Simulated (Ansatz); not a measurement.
SnSe:

```xyz
2
Lattice="0.0000 3.0100 3.0100 3.0100 0.0000 3.0100 3.0100 3.0100 0.0000" Properties=species:S:1:pos:R:3 pbc="T T T"
Sn    0.0000    0.0000    0.0000
Se    3.0100    3.0100    3.0100
```

Measurements of this composition are mostly on another form, of space group No. 62.

```yaml
Program: Ansatz 0.2.0
Task: relaxation of cell and atoms
Functional: PBEsol
Dispersion: D3(BJ)
Potentials_or_basis: all-electron LAPW, scalar-relativistic
Basis_error_allowed: 0.001 eV/atom
k_mesh: 8 × 8 × 8
Occupations: fermi-dirac, width 0.05 eV
Spin: no spin polarisation
```

At the start: volume 27.27 Å³/atom.

**Question.** How do energy, volume and symmetry change on relaxing?

**Answer.** Over 5 steps the energy falls by 25.5 meV/atom and the volume is 25.31 Å³/atom (-7.2 %); space group Fm-3m (No. 225, to 0.05 Å).

The path:
```tsv
step	energy change (eV)	largest force (eV/Å)	volume (Å³)
1	0.0000	0.0000	54.54
2	-0.0386	0.0000	48.85
3	-0.0509	0.0000	50.84
4	-0.0511	0.0000	50.62
5	-0.0511	0.0000	50.62
```

Final structure:
```
Sn Se
1.0
     0.00000    2.93605    2.93605
     2.93605    0.00000    2.93605
     2.93605    2.93605    0.00000
Sn Se
1 1
Direct
  0.00000 0.00000 0.00000
  0.50000 0.50000 0.50000
```
